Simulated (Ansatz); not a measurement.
# Ta2C: the cost of one run

Computed with Ansatz 0.2.0 (DFT PBE, scalar-relativistic, plane waves, PAW, unless a step's input says otherwise).

### Step 1. Starting point

It takes space group P4/mmm (No. 123, tetragonal). Conventional cell: a = 4.551 Å, b = 4.551 Å, c = 2.261 Å, α = 90.00°, β = 90.00°, γ = 90.00°. Ta (site symmetry mmm) is surrounded by 2 Ta at 2.26 Å and 2 C at 2.28 Å. Around C (site symmetry 4/mmm) lie 2 C at 2.26 Å and 4 Ta at 2.28 Å.

Structure file:

```cif
data_structure
_symmetry_space_group_name_H-M 'P4/mmm'
_symmetry_Int_Tables_number 123
_cell_length_a 4.5507
_cell_length_b 4.5507
_cell_length_c 2.2613
_cell_angle_alpha 90.000
_cell_angle_beta 90.000
_cell_angle_gamma 90.000
_cell_volume 46.83
loop_
_atom_site_label
_atom_site_type_symbol
_atom_site_symmetry_multiplicity
_atom_site_Wyckoff_symbol
_atom_site_fract_x
_atom_site_fract_y
_atom_site_fract_z
_atom_site_occupancy
Ta1 Ta 2 e 0.00000 0.50000 0.50000 1
C1 C 1 b 0.00000 0.00000 0.50000 1
```

A structure generator made this guess: random cell by space group and Wyckoff sites (P4/mmm, No. 123). Its size is a rough estimate.

### Step 2. The guess as it stands, on a coarse mesh

Input file input.yaml:

```yaml
crystal:
  lattice:
    - [4.55072581, 0.0, 0.0]
    - [0.0, 4.55072581, 0.0]
    - [0.0, 0.0, 2.2613427]
  atoms:
    - { symbol: Ta, position: [0.0, 0.5, 0.5] }
    - { symbol: Ta, position: [0.5, 0.0, 0.5] }
    - { symbol: C, position: [0.0, 0.0, 0.5] }
basis:
  ecutwfc: 420
kpoints:
  mp_grid: { grid: [4, 4, 8] }
hamiltonian:
  xc: pbe
scf:
  occupations: { method: gaussian, width: 0.1 }
  lower_state_search: "off"
output:
  forces: true
  stress: true
  eigenvalues: true
```

On the command line:

```console
$ ansatz run input.yaml --threads 1 --pin off --max-ram 2560MiB --backend cpu --events-out ev --progress --plain --runs-dir out
```

Q: Estimate wall time and peak memory on 1 thread of Intel Xeon at 2.70GHz, shared host.

About 1.8 s, with a peak of 0.33 GiB.
